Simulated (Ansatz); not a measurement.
Exchange couplings of EuS against the energies of its magnetic orders, calculated with Ansatz

Space group Fm-3m (No. 225), 2 atoms in the cell of the first input below: a = 4.212 Å, b = 4.212 Å, c = 4.212 Å, α = 60.00°, β = 60.00°, γ = 60.00°.

The cell was built from a prototype of a structure type listed for this compound, at its measured volume, taken without relaxation (pressure -3.9 GPa with this functional, without spin–orbit coupling). Functional: LDA+U (Eu 7 eV).

The couplings come from the ferromagnetic state by the force theorem with constrained moments:

```yaml
crystal:
  lattice:
    - [0.0, 2.978501867, 2.978501867]
    - [2.978501867, 0.0, 2.978501867]
    - [2.978501867, 2.978501867, 0.0]
  atoms:
    - { symbol: Eu, position: [0.5, 0.5, 0.5], spin: 7.55 }
    - { symbol: S, position: [0.0, 0.0, 0.0] }
basis:
  ecutwfc: 420
  ecutrho_ratio: 4
kpoints:
  mp_grid: { grid: [8, 8, 8] }
  band_path:
    path:
      - [[0.0, 0.0, 0.0], [0.5, 0.0, 0.5], [0.625, 0.25, 0.625]]
      - [[0.375, 0.375, 0.75], [0.0, 0.0, 0.0], [0.5, 0.5, 0.5], [0.5, 0.25, 0.75], [0.5, 0.0, 0.5]]
    npoints: 6
hamiltonian:
  xc: lda
  hubbard: { sites: [{ species: Eu, l: f, u_eff: 7.0 }] }
scf:
  occupations: { method: gaussian, width: 0.05 }
  lower_state_search: "off"
output:
  forces: true
  stress: true
  eigenvalues: true
  populations: true
  hubbard: { sites: [{ species: Eu, l: f }] }
  eigenstates:
    nscf_kmesh: { grid: [8, 8, 8] }
    top_band: c35
    exchange_couplings: { magnetic: [{ site: 0 }] }
    magnetocrystalline_anisotropy: {}
magnetization:
  spin_polarized: true
checkpoint:
  read: start.run
  write: ck
  compress: false
  write_wavefunctions: false
  write_every: 100000
```

```bash
ansatz run input.yaml --threads 4 --pin off --max-ram 9216MiB --backend cpu --events-out ev --progress --plain --runs-dir out
```

start.run is the saved state of an earlier run of the same cell.

Time: 16 s on 4 threads of Intel(R) Xeon(R) 6975P-C (Granite Rapids), on a shared host, peak memory 1.9 GiB.

Couplings between Eu atoms, for E = −Σ(i≠j) J_ij e_i·e_j with unit vectors (each pair counted twice):

```
distance (Å)  neighbours  J (meV)
       4.212          12    0.411
       5.957           6   -0.163
       7.296          24    0.000
       8.424          12    0.005
       9.419          24    0.000
      10.318           8    0.000
      11.145          48    0.000
      11.914           6   -0.004
      12.637          36    0.000
      13.320          24    0.000
```

14 shells out to 16.3 Å enter the sums below; those further out add -0.01 meV to J(0).

Problem. All couplings of one atom add up to J(0) = 3.98 meV. What is the mean-field ordering temperature?

Solution. k_B T = (2/3) J(0), so T = 30.8 K; the program prints 30.8 K, and 20.2 K in Tyablikov's decoupling. Mean field leaves out fluctuations and so overshoots the model's own ordering temperature. The couplings also hang on U, so neither figure predicts a measured one.

At rigid moments, leaving out the upper third of the empty bands moves a coupling by up to 23 % of the largest.

Problem. What energy per Eu above the ferromagnet does the model give for the order with wave vector q = (0.000, 0.000, 0.500) in units of the reciprocal cell vectors?

Solution. E(q) − E(0) = Σ J_ij (1 − cos q·R_ij). The shells that add most, as J × Σ(1 − cos): 0.411 × 12.00 at 4.21 Å, -0.163 × 12.00 at 5.96 Å, and 0.01 meV from the 12 other shells kept; in all 2.99 meV.

Each order was then solved self-consistently. The input for the first:

```yaml
crystal:
  lattice:
    - [0.0, 2.978501867, 2.978501867]
    - [2.978501867, 0.0, 2.978501867]
    - [5.957003734, 5.957003734, 0.0]
  atoms:
    - { symbol: Eu, position: [0.5, 0.5, 0.25], spin: 7.0 }
    - { symbol: S, position: [0.0, 0.0, 0.0] }
    - { symbol: Eu, position: [0.5, 0.5, 0.75], spin: -7.0 }
    - { symbol: S, position: [0.0, 0.0, 0.5] }
basis:
  ecutwfc: 420
  ecutrho_ratio: 4
kpoints:
  mp_grid: { grid: [8, 8, 4] }
hamiltonian:
  xc: lda
  hubbard: { sites: [{ species: Eu, l: f, u_eff: 7.0 }] }
scf:
  occupations: { method: gaussian, width: 0.05 }
  lower_state_search: "off"
output:
  forces: true
  stress: true
  eigenvalues: true
  populations: true
  hubbard: { sites: [{ species: Eu, l: f }] }
  write_density: true
  write_potential: true
  elf: true
  volumetric_format: npy
magnetization:
  spin_polarized: true
checkpoint:
  read: start.run
  write: ck
  compress: false
  write_wavefunctions: false
  write_every: 100000
```

```bash
ansatz run input.yaml --threads 4 --pin off --max-ram 9216MiB --backend cpu --events-out ev --progress --plain --runs-dir out
```

start.run is the saved state of an earlier run of the same cell.

Time: 2.8 s on 4 threads of Intel(R) Xeon(R) 6975P-C (Granite Rapids) (shared host), peak memory 0.7 GiB.

Total energies count from the ferromagnet on the 8×8×8 mesh, or from a ferromagnetic run in the same doubled cell where its mesh isn't the equal of that (spin moment 6.86 μB); spirals count from the spiral at q = 0.

```
                            order                  q  model (meV)  total energies (meV)  largest spin moment (μB)  gap on the mesh (eV)
collinear order in a doubled cell  0.000 0.000 0.500         2.99                  2.87                      6.86                  1.31
collinear order in a doubled cell  0.000 0.500 0.500         6.59                  6.10                      6.86                  1.21
                      flat spiral  0.500 0.000 0.500         6.59                  6.10                      6.52                     –
                      flat spiral  0.625 0.250 0.625         5.81                  5.27                      6.53                     –
                      flat spiral  0.250 0.000 0.250         2.72                  2.55                      6.53                     –
                      flat spiral  0.312 0.125 0.312         2.75                  2.47                      6.53                     –
                      flat spiral  0.188 0.188 0.375         2.38                  2.14                      6.53                     –
                      flat spiral  0.125 0.000 0.125         0.66                  0.47                      6.53                     –
                      flat spiral  0.375 0.000 0.375         5.32                  4.80                      6.52                     –
```

The model has the sign of the total energies in all 9 rows (8 distinct orders), and meets their size within a tenth for 4, within a third for 4 more, within a factor of two for 1 more; the largest miss is 0.54 meV. The ferromagnet is the lowest of the states tried. The couplings are derived for small turns about the ferromagnet. Yet they miss even the longest-wave spiral, so the model and its temperature aren't borne out here. Spiral moments are integrated over Gaussian weights, collinear ones over spheres. The order at q = (0.000, 0.500, 0.500) was solved both ways, and the two energies agree within 0.1 meV.

Caveats: each run may end in a state that is not the lowest; no spin-orbit coupling, which matters for these elements; not tested for a lower state (some of the orders); state of the open shells carried from another run; state of the open shells carried from another run (some of the orders); the upper empty bands still move some couplings by over a tenth of the largest.
